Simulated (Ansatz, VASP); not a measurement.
## TiTe: VASP beside Ansatz

Wanted: the spread between two codes on one cell, functional and k mesh. The cell is taken from a series of VASP runs on this material, whose earlier steps may have relaxed, scaled or displaced it; both programs get it as it stands.

Method: plane waves, with VASP 6.6.1 beside it; relaxation of cell and atoms at PBEsol, in Ansatz 0.2.0.

## (1) The structure

It takes space group P6_3/mmc (No. 194, hexagonal). The conventional cell has a = 3.834 Å, b = 3.834 Å, c = 6.390 Å, α = 90.00°, β = 90.00°, γ = 120.00°. Nearest to Te lie 6 Ti at 2.73 Å. Ti has 6 Te at 2.73 Å nearest. Farther neighbours and most contacts between anions are not listed.

## (2) VASP: relaxation of cell and atoms, PBEsol

The relaxed volume is the usual yardstick between codes: its relative difference is about their pressure difference at one cell divided by the bulk modulus.

Lines of VASP's logs that name or quote its potential files are left out, and so is its time.

File INCAR:

```
SYSTEM = TiTe
PREC = Accurate
ENCUT = 520
EDIFF = 1E-07
NELM = 100
ISMEAR = 1
SIGMA = 0.15
LREAL = .FALSE.
ALGO = Normal
GGA = PS
NBANDS = 24
LASPH = .TRUE.
LORBIT = 11
LWAVE = .FALSE.
LCHARG = .FALSE.
KPAR = 4
IBRION = 2
NSW = 50
ISIF = 3
EDIFFG = -0.005
```

File POSCAR:

```
TiTe
1.0
    3.8340000000      0.0000000000      0.0000000000
   -1.9170000000      3.3203413981      0.0000000000
    0.0000000000      0.0000000000      6.3900000000
Te Ti
2 2
Direct
    0.6666666667      0.3333333333      0.7500000000
    0.3333333333      0.6666666667      0.2500000000
    0.0000000000      0.0000000000      0.5000000000
    0.0000000000      0.0000000000      0.0000000000
```

File KPOINTS:

```
Automatic mesh
0
Gamma
14 14 8
0 0 0
```

The projector-augmented-wave data sets are Te and Ti_sv (PBE family, release 64).

On the command line:

```console
mpirun -np 4 vasp_std
```

Numbers of over 12 decimals in the logs are rounded to 6 here.

Log:

```text
[banner, memory and clock lines left out]
running    4 mpi-ranks, on    1 nodes
 distrk:  each k-point on    1 cores,    4 groups
 distr:  one band on    1 cores,    1 groups

 POSCAR found type information on POSCAR TeTi
 POSCAR found :  2 types and       4 ions
|                                                                             |
|               ----> ADVICE to this user running VASP <----                  |
|                                                                             |
|     You enforced a specific xc type in the INCAR file but a different       |
|     [... a line on the potential file left out ...]
|     I HOPE YOU KNOW WHAT YOU ARE DOING!                                     |
|                                                                             |

 LDA part: xc-table for (Slater+PW92), standard interpolation
 POSCAR, INCAR and KPOINTS ok, starting setup
 FFT: planning ... GRIDC
 FFT: planning ... GRID_SOFT
 FFT: planning ... GRID
 WAVECAR not read
 entering main loop
       N       E                     dE             d eps       ncg     rms          rms(c)
DAV:   1     0.372775158636E+03    0.37278E+03   -0.17152E+04  5760   0.157E+03
DAV:   2     0.121259128547E+02   -0.36065E+03   -0.35431E+03  5904   0.448E+02
DAV:   3    -0.257381971809E+02   -0.37864E+02   -0.37335E+02  9960   0.129E+02
DAV:   4    -0.283615716853E+02   -0.26234E+01   -0.26062E+01  8440   0.287E+01
DAV:   5    -0.284953682908E+02   -0.13380E+00   -0.13377E+00  8216   0.533E+00    0.146E+01
DAV:   6    -0.263685299377E+02    0.21268E+01   -0.19676E+01  7888   0.344E+01    0.525E+00
DAV:   7    -0.262067914866E+02    0.16174E+00   -0.21016E+00  7696   0.119E+01    0.356E+00
DAV:   8    -0.261777756229E+02    0.29016E-01   -0.16375E-01  8800   0.290E+00    0.479E-01
DAV:   9    -0.261779000888E+02   -0.12447E-03   -0.13499E-02  8272   0.879E-01    0.319E-01
DAV:  10    -0.261783368119E+02   -0.43672E-03   -0.25177E-03  8800   0.448E-01    0.646E-02
DAV:  11    -0.261782700795E+02    0.66732E-04   -0.87424E-04  8424   0.253E-01    0.481E-02
DAV:  12    -0.261782637155E+02    0.63640E-05   -0.89472E-05  8104   0.778E-02    0.102E-02
DAV:  13    -0.261782626449E+02    0.10706E-05   -0.69805E-06  8528   0.181E-02    0.260E-03
DAV:  14    -0.261782625304E+02    0.11451E-06   -0.74339E-07  7992   0.797E-03    0.136E-03
DAV:  15    -0.261782625739E+02   -0.43452E-07   -0.40641E-08  4728   0.209E-03
   1 F= -.26178263E+02 E0= -.26178539E+02  d E =-.261783E+02
[... from here on, the cycles between the ionic steps are left out ...]
   2 F= -.26240089E+02 E0= -.26240046E+02  d E =-.618259E-01
   3 F= -.26256880E+02 E0= -.26256987E+02  d E =-.786171E-01
   4 F= -.26328890E+02 E0= -.26328509E+02  d E =-.720106E-01
   5 F= -.26474877E+02 E0= -.26474587E+02  d E =-.217997E+00
   6 F= -.26452947E+02 E0= -.26452704E+02  d E =0.219300E-01
   7 F= -.26485485E+02 E0= -.26485213E+02  d E =-.106088E-01
   8 F= -.26485484E+02 E0= -.26485212E+02  d E =-.106077E-01
   9 F= -.26485615E+02 E0= -.26485361E+02  d E =-.130368E-03
 trial-energy change:   -0.000130  1 .order   -0.000131   -0.000206   -0.000055
 step:   1.7868(harm=  1.7868)  dis= 0.00000  next Energy=   -26.485625 (dE=-0.141E-03)
 bond charge predicted
       N       E                     dE             d eps       ncg     rms          rms(c)
DAV:   1    -0.264857052560E+02   -0.90573E-04   -0.41276E-03  6256   0.751E-01    0.707E-02
DAV:   2    -0.264856475686E+02    0.57687E-04   -0.33792E-04  6008   0.147E-01    0.338E-02
DAV:   3    -0.264856263636E+02    0.21205E-04   -0.40708E-05  7944   0.469E-02    0.813E-03
DAV:   4    -0.264856250592E+02    0.13043E-05   -0.59704E-06  8184   0.182E-02    0.311E-03
DAV:   5    -0.264856249421E+02    0.11710E-06   -0.53129E-07  6632   0.584E-03    0.158E-03
DAV:   6    -0.264856249306E+02    0.11543E-07   -0.85692E-08  3912   0.227E-03
  10 F= -.26485625E+02 E0= -.26485378E+02  d E =-.140566E-03
 curvature:  -1.02 expect dE=-0.104E-04 dE for cont linesearch -0.496E-08
 trial: gam=-0.05460 g(F)=  0.258E-47 g(S)=  0.102E-04 ort = 0.935E-06 (trialstep = 0.140E+01)
 search vector abs. value=  0.106E-04
 reached required accuracy - stopping structural energy minimisation
```

From OUTCAR (step 2):

```text
ion  position               nearest neighbor table
   1  0.667  0.333  0.750-   3 2.73   4 2.73   3 2.73   4 2.73   3 2.73   4 2.73
   2  0.333  0.667  0.250-   3 2.73   4 2.73   3 2.73   4 2.73   3 2.73   4 2.73
   3  0.000  0.000  0.500-   1 2.73   2 2.73   2 2.73   1 2.73   1 2.73   2 2.73
   4  0.000  0.000  0.000-   1 2.73   2 2.73   2 2.73   1 2.73   1 2.73   2 2.73

  LATTYP: Found a hexagonal cell.
 ALAT       =     3.8340000000
 C/A-ratio  =     1.6666666667

 Subroutine GETGRP returns: Found 24 space group operations
 (whereof 12 operations were pure point group operations)

The static configuration has the point symmetry D_3d.
 The point group associated with its full space group is D_6h.

 Found    120 irreducible k-points:

   k-points           NKPTS =    120   k-points in BZ     NKDIM =    120   number of bands    NBANDS=     24

   dimension x,y,z NGX =    30 NGY =   30 NGZ =   48
   dimension x,y,z NGXF=    60 NGYF=   60 NGZF=   96

   ENCUT  =  520.0 eV  38.22 Ry    6.18 a.u.   7.13  7.13 11.88*2*pi/ulx,y,z

   NELECT =      36.0000    total number of electrons

 k-points in reciprocal lattice and weights: Automatic mesh
   0.00000000  0.00000000  0.00000000       0.001
   0.07142857  0.00000000  0.00000000       0.004
   0.14285714 -0.00000000  0.00000000       0.004
   0.21428571  0.00000000  0.00000000       0.004
   0.28571429  0.00000000  0.00000000       0.004
   0.35714286  0.00000000  0.00000000       0.004
   0.42857143  0.00000000  0.00000000       0.004
   0.50000000  0.00000000  0.00000000       0.002
   0.07142857  0.07142857  0.00000000       0.004
[...]
0.28571429  0.28571429  0.50000000       0.004
   0.35714286  0.28571429  0.50000000       0.004

 average (electrostatic) potential at core
       1 -84.9171       2 -84.9171       3 -71.0587       4 -71.0587

 E-fermi :   9.9642

 k-point     1 :       0.0000    0.0000    0.0000
  band No.  band energies     occupation
    ...
     15       8.1781      2.00000
     16       9.8211      2.03941
     17       9.8211      2.03941
     18       9.9692      0.94390
     19       9.9692      0.94390
     20      10.1633     -0.06811
     21      10.1633     -0.06811
     22      10.7427     -0.00000
     23      10.7427     -0.00000
     24      11.0706     -0.00000

 k-point     2 :       0.0714    0.0000    0.0000
  band No.  band energies     occupation
    ...
     15       8.1654      2.00000
     16       9.2639      2.00000
     17       9.4647      2.00003
     18       9.8707      1.86047
     19       9.9094      1.57515
     20      10.4269     -0.00012
     21      10.6417     -0.00000
     22      10.7362     -0.00000
     23      10.8021     -0.00000
     24      11.0856     -0.00000

 k-point     3 :       0.1429   -0.0000    0.0000
  band No.  band energies     occupation
    ...
     14       7.4180      2.00000
     15       7.7219      2.00000
     16       8.5918      2.00000
     17       8.9297      2.00000
     18       9.9639      1.00353
     19      10.0111      0.49843
     20      10.5438     -0.00000
     21      10.7233     -0.00000
     22      11.0759     -0.00000
     23      11.0833     -0.00000
    ...

  Total        0.0151878      0.0151878      0.0196184      0.0000000      0.0000000      0.0000000
  in kB        0.2983889      0.2983889      0.3854337      0.0000000      0.0000000      0.0000000
  external PRESSURE =       0.3274038 kB  Pullay stress =       0.0000000 kB

  energy-cutoff  :      520.00
  volume of cell :       81.55
      direct lattice vectors                 reciprocal lattice vectors
     3.610466504 -0.000000000  0.000000000     0.276972518  0.159910158  0.000000000
    -1.805233252  3.126755712 -0.000000000     0.000000000  0.319820316  0.000000000
     0.000000000 -0.000000000  7.223810615    -0.000000000 -0.000000000  0.138431093

 POSITION                                       TOTAL-FORCE (eV/Angst)
 -----------------------------------------------------------------------------------
      1.80523      1.04225      5.41786        -0.000000      0.000000      0.000000
     -0.00000      2.08450      1.80595         0.000000     -0.000000      0.000000
      0.00000     -0.00000      3.61191        -0.000000      0.000000      0.000000
      3.61047     -0.00000      0.00000        -0.000000      0.000000      0.000000
 -----------------------------------------------------------------------------------
    total drift:                               -0.000000      0.000000     -0.000000

  FREE ENERGIE OF THE ION-ELECTRON SYSTEM (eV)
  ---------------------------------------------------
  free  energy   TOTEN  =       -26.4856249306 eV

  energy  without entropy=      -26.4848849301  energy(sigma->0) =      -26.48537826

 reached required accuracy - stopping structural energy minimisation

 total charge
# of ion       s       p       d       tot
------------------------------------------
    1        1.339   2.095   0.090   3.524
    2        1.339   2.095   0.090   3.524
    3        2.140   6.096   2.035  10.271
    4        2.140   6.096   2.035  10.271
--------------------------------------------------
tot          6.958  16.382   4.249  27.590

[... 3 further parts left out ...]
```

This run has no spin polarisation, so a moment on Ti, if there is one, isn't seen.

[end of part 1 of 2]

[Lines on the potential files, build, host, timing and source positions are cut from VASP's logs without a mark.]

[Logs are printed without paths, hosts, clocks, repeated set-up lines and the standing remarks that a program may print on its own settings, such as how far it seeks lower states.]

[Hosts, paths, dates, database ids (printed as entryN), source tags and the programs' standing remarks are cut or masked in the printed files.]
